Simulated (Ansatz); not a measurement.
## Ansatz run on LiI (Fm-3m, 2 atoms in the cell): self-consistent single point

Level of theory: LDA (PW92), default PAW files made with PBE (plane waves; Ansatz, an electronic-structure program).

The input file:

Ansatz 0.2 input:
```yaml
# LiI
crystal:
  lattice:
    - [0.000000, 3.014315, 3.014315]
    - [3.014315, 0.000000, 3.014315]
    - [3.014315, 3.014315, 0.000000]
  atoms:
    - { symbol: Li, position: [0.000000, 0.000000, 0.000000] }
    - { symbol: I, position: [0.500000, 0.500000, 0.500000] }
basis:
  ecutwfc: 420.0
kpoints:
  mp_grid: { grid: [5, 5, 5] }
hamiltonian:
  xc: lda
  pseudopotentials: { kind: paw }
scf:
  occupations: { method: fixed }
output:
  forces: true
  eigenvalues: true
  stress: true
```

The program printed (abridged):

```
WARN ansatz: RAYON_NUM_THREADS=1 ignored (pool sized by the plan → 1); use --threads N
Pseudopotentials: kind: paw
Pseudopotential: Li, paw, valence charge 3
Pseudopotential: I, paw, valence charge 17
Crystal: 2 atoms, lattice volume = 54.777 Å³
Basis set: ecut = 420 eV, 1067 PW (Γ)
Bands: 14, of which v1, the nominal top of the filled ones, is band 10 counted from 1 (9 counted from 0)
Symmetry: 48 space group operations
Space group: Fm-3m (ITA 225), of the structure as read, at distance tolerance 3.8e-5 Å
k-points: 10 of 125
PAW frozen core: I, regenerated for the run's functional, and the local potential with it
Initial density: superposition of atomic densities (neutral atoms: chi_scale 0, normalization atom), corrected by the library's trained network
Initial wavefunctions: pseudopotential atomic-orbital guess
Eigensolver: davidson
Functional: x = slater, c = lda
SCF iter   1: F=—  HF=-7559.948478 eV  |F-HF|=—  |Δ(HF+E_count)|=         —  Δρ=4.56e-3  dr2=4.40e-3  ethr=1.77e-3  ⟨swp⟩=5.0  Hψ=685  notcnv=0  defer=16
all-band conjugate gradients solve this SCF's bands
preconditioner: auto → none
SCF iter   2: F=—  HF=-7559.944439 eV  |F-HF|=—  |Δ(HF+E_count)|=   4.04e-3  Δρ=2.06e-3  dr2=8.35e-4  ethr=2.20e-5  ⟨swp⟩=2.1  Hψ=345  notcnv=0  defer=16
SCF iter   3: F=—  HF=-7559.943837 eV  |F-HF|=—  |Δ(HF+E_count)|=   6.02e-4  Δρ=2.63e-4  dr2=4.88e-5  ethr=4.18e-6  ⟨swp⟩=2.0  Hψ=260  notcnv=0  defer=17
SCF iter   4: F=—  HF=-7559.943823 eV  |F-HF|=—  |Δ(HF+E_count)|=   1.34e-5  Δρ=7.30e-5  dr2=1.61e-6  ethr=2.44e-7  ⟨swp⟩=3.0  Hψ=234  notcnv=0  defer=16
iter 5 did not close the SCF: its close was put off for the readings that it lacked (scf_convergence_deferred on its scf_iter line)
SCF iter   5: F=-7559.943823 eV  HF=-7559.943823 eV  |F-HF|=1.36e-9  |Δ(HF+E_count)|=   1.55e-7  Δρ=5.87e-6  dr2=1.26e-8  ethr=8.06e-9  ⟨swp⟩=3.0  Hψ=190  notcnv=0  defer=16
SCF iter   6: F=-7559.943823 eV  HF=-7559.943823 eV  |F-HF|=7.28e-12  |Δ(HF+E_count)|=  9.24e-10  Δρ=4.94e-7  dr2=8.14e-11  ethr=6.28e-11  ⟨swp⟩=5.9  Hψ=699  notcnv=0
SCF 1 converged in 6 iterations: F = -7559.943823 eV  dr2 = 8.14e-11
SCF converged after 6 iterations
Free energy (F): -7559.943823 eV
Harris-Foulkes:  -7559.943823 eV  (|F-HF|=7.28e-12)
Internal energy: -7559.943823 eV  (E = F + TS)
E sigma→0 (E₀):  -7559.943823 eV
Fermi energy:    3.747331 eV
--- Per-component energies (eV) ---
  E_band       = -477.781099
  E_kinetic    = 211.056591
  E_local      = -2148.294269  (includes V_loc(G=0)·N_el)
  E_nonlocal   = -118.320615
  E_hartree    = 1076.309154
  E_xc         = -137.902834
  E_vxc        = -142.502691  (∫ρ·V_xc dr)
  E_paw        = -4679.106205  (= ΣΔE_a)
  E_vpaw       = -432.338283  (= ΣTr[D̂ρ^β])
  E_aug_tail   = 0.000027  (compensation charges beyond the density's cutoff)
  E_ewald      = -1764.466886
  E_core_change = 0.781215  (= ΣΔE_core)
  E_smearing   = -0.000000  (= −TS)
  E_closure    = 0.000000  (closes the sum)
  Σ components = -7559.943823   (vs F -7559.943823, Δ=0.00e0)
--- Forces (eV/Å), atoms counted from 1 ---
  atom   1  Li    -0.00000000     0.00000000    -0.00000000
  atom   2  I      0.00000000     0.00000000     0.00000000
  max |Σ_I F_I| component: 3.93e-29 eV/Å
--- Stress (GPa, compression-positive) ---
       -2.221525      -0.000000       0.000000
        0.000000      -2.221525       0.000000
       -0.000000      -0.000000      -2.221525
  P = ⅓ Tr σ = -2.2215 GPa (-22.215 kbar)
  The stress holds the Pulay correction. Without it, at fixed plane waves, as pw.x and ABINIT print it: P = -2.2453 GPa
--- Band table (eV; the first three rows and the last of 10) ---
  k-point 0: bands = ["-40.5543", "-39.6080", "-39.6080", "-39.6040", "-39.6040", "-39.6040", "-7.9585", "3.7473", "3.7473", "3.7473", "7.7552", "12.0040", "12.0040", "12.0040"]
  k-point 1: bands = ["-40.5542", "-39.6080", "-39.6080", "-39.6040", "-39.6039", "-39.6039", "-7.7984", "2.4426", "3.6466", "3.6466", "8.5597", "11.1667", "11.1667", "11.4447"]
  k-point 2: bands = ["-40.5540", "-39.6080", "-39.6080", "-39.6038", "-39.6037", "-39.6037", "-7.5083", "0.9940", "3.5023", "3.5023", "8.2432", "10.0062", "10.0062", "13.1304"]
  k-point 9: bands = ["-40.5542", "-39.6079", "-39.6078", "-39.6039", "-39.6036", "-39.6034", "-7.3091", "1.3263", "1.9264", "2.7418", "9.4388", "10.3091", "10.8966", "12.6280"]
```

The run converged in 6 iterations.

The starting cell comes from a database of computed structures (which also holds hypothetical and non-ambient phases and stackings), without a prior relaxation at this level. Its lattice was rescaled by a random factor within 2.5 % of one. Spin-orbit coupling is off. Ansatz's pressure includes its estimate of the finite-basis (Pulay) stress.
